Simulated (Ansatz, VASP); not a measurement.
# One calculation of Li, two programs

File INCAR:

```
SYSTEM = Li
ALGO = Normal ; EDIFF = 1E-6
EDIFFG = -0.01 ; ENCUT = 600
GGA = PE ; IBRION = 2
ISIF = 3 ; ISMEAR = 0
LASPH = .TRUE. ; LCHARG = .FALSE.
LREAL = .FALSE. ; LWAVE = .FALSE.
NELM = 100 ; NSW = 100
PREC = Accurate ; SIGMA = 0.1
```

KPOINTS

```
k-points
0
G
  6 6 10
  0 0 0
```

File POSCAR:

```
Li
1.0
    6.2165650640      0.0000000000      0.0000000000
    0.0000000000      6.2165650640      0.0000000000
    0.0000000000      0.0000000000      4.1729925140
Li
8
Direct
    0.5000563747      0.7500109618      0.0000000000
    0.4999436253      0.2499890382      0.0000000000
    0.7500109618      0.4999436253      0.5000000000
    0.2499890382      0.5000563747      0.5000000000
    1.0000563747      0.7499890382      0.0000000000
   -0.0000563747      0.2500109618      0.0000000000
    0.7499890382     -0.0000563747      0.5000000000
    0.2500109618      1.0000563747      0.5000000000
```

Input for Ansatz:

```yaml
crystal:
  lattice:
    - [6.216565064, 0.0, 0.0]
    - [0.0, 6.216565064, 0.0]
    - [0.0, 0.0, 4.172992514]
  atoms:
    - { symbol: Li, position: [0.5000563747, 0.7500109618, 0.0] }
    - { symbol: Li, position: [0.4999436253, 0.2499890382, 0.0] }
    - { symbol: Li, position: [0.7500109618, 0.4999436253, 0.5] }
    - { symbol: Li, position: [0.2499890382, 0.5000563747, 0.5] }
    - { symbol: Li, position: [1.0000563747, 0.7499890382, 0.0] }
    - { symbol: Li, position: [-5.63747e-05, 0.2500109618, 0.0] }
    - { symbol: Li, position: [0.7499890382, -5.63747e-05, 0.5] }
    - { symbol: Li, position: [0.2500109618, 1.0000563747, 0.5] }
basis:
  ecutwfc: 420
kpoints:
  mp_grid: { grid: [6, 6, 10] }
hamiltonian:
  xc: pbe
scf:
  occupations: { method: gaussian, width: 0.1 }
output:
  forces: true
  stress: true
  eigenvalues: true
  write_density: true
  write_potential: true
  elf: true
  volumetric_format: npy
relax:
  adjacent_minimum: "off"
  f_tol: 0.01
  max_steps: 80
  cell: { stress_tol: 0.05 }
```

Alike in both runs: task relaxation of cell and atoms; functional PBE; k mesh 6 × 6 × 10; occupations gaussian, width 0.1 eV; no spin polarisation.

|  | VASP | Ansatz |
| --- | --- | --- |
| version | VASP 6.6.1 | Ansatz 0.2.0 |
| potentials or method | VASP PAW PBE potentials, release 64 (Li_sv) | scalar-relativistic, plane waves, PAW |
| plane-wave cutoff (eV) | 600 | 420 |
| valence electrons in the cell | 24 | 24 |

|  | VASP | Ansatz | Ansatz less VASP |
| --- | --- | --- | --- |
| gap on the k mesh at the Fermi level, each at its own relaxed structure (eV) | none | none | - |
| relaxed volume (Å³/atom) | 19.97 | 20.20 | +0.229 |
| relaxed cell length with the largest relative difference (Å) | 6.122 | 6.151 | +0.0288 |

A gap of «none» marks a metal or a gap that the smearing closes.

Caveats: the cutoff is under 1.25 times the usual one of these potentials, so pressure, stress and relaxed cells hold a basis-set (Pulay) error (VASP).
